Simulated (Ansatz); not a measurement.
V:

```
CELL_PARAMETERS angstrom
-1.51435 1.51435 1.51435
1.51435 -1.51435 1.51435
1.51435 1.51435 -1.51435
ATOMIC_POSITIONS crystal
V 0.00000 0.00000 0.00000
```

```yaml
Program: Ansatz 0.2.0
Task: relaxation of cell and atoms
Functional: BLYP
Dispersion: D4
Potentials_or_basis: Ansatz PAW
Cutoff: "420 eV (not typed: the program's choice for these potentials)"
k_mesh: 12 × 12 × 12
Occupations: fermi-dirac, width 0.05 eV
Spin: collinear spin, ferromagnetic start
Starting_moments: "[2.0] μB"
```

At the start: volume 13.89 Å³/atom.

Question: How do energy, volume and symmetry change on relaxing?

Answer: It ends after 5 steps and the volume is 13.25 Å³/atom (-4.6 %); space group Im-3m (No. 229, to 0.05 Å); moment 0.00 μB per cell.

The path:
| step | energy change (eV) | largest force (eV/Å) | volume (Å³) |
| --- | --- | --- | --- |
| 1 | 0.0000 | 0.0000 | 13.89 |
| 2 | -0.0161 | 0.0000 | 13.18 |
| 3 | -0.0163 | 0.0000 | 13.26 |
| 4 | -0.0163 | 0.0000 | 13.25 |
| 5 | -0.0161 | 0.0000 | 13.25 |

Final structure:
```cif
data_structure
_symmetry_space_group_name_H-M 'P 1'
_symmetry_Int_Tables_number 1
_cell_length_a 2.5820
_cell_length_b 2.5820
_cell_length_c 2.5820
_cell_angle_alpha 109.471
_cell_angle_beta 109.471
_cell_angle_gamma 109.471
_cell_volume 13.25
loop_
_atom_site_label
_atom_site_type_symbol
_atom_site_fract_x
_atom_site_fract_y
_atom_site_fract_z
_atom_site_occupancy
V1 V 0.00000 0.00000 0.00000 1
```

Caveat: the plane-wave basis is chosen anew once the cell has moved, so the energies of steps on either side of that aren't comparable; pairwise dispersion overbinds metals, which lowers pressure and volume; the PAW data sets come from PBE, with cores solved anew for the run's functional, which leaves a small shift of forces and pressure; the starting moments weren't kept.
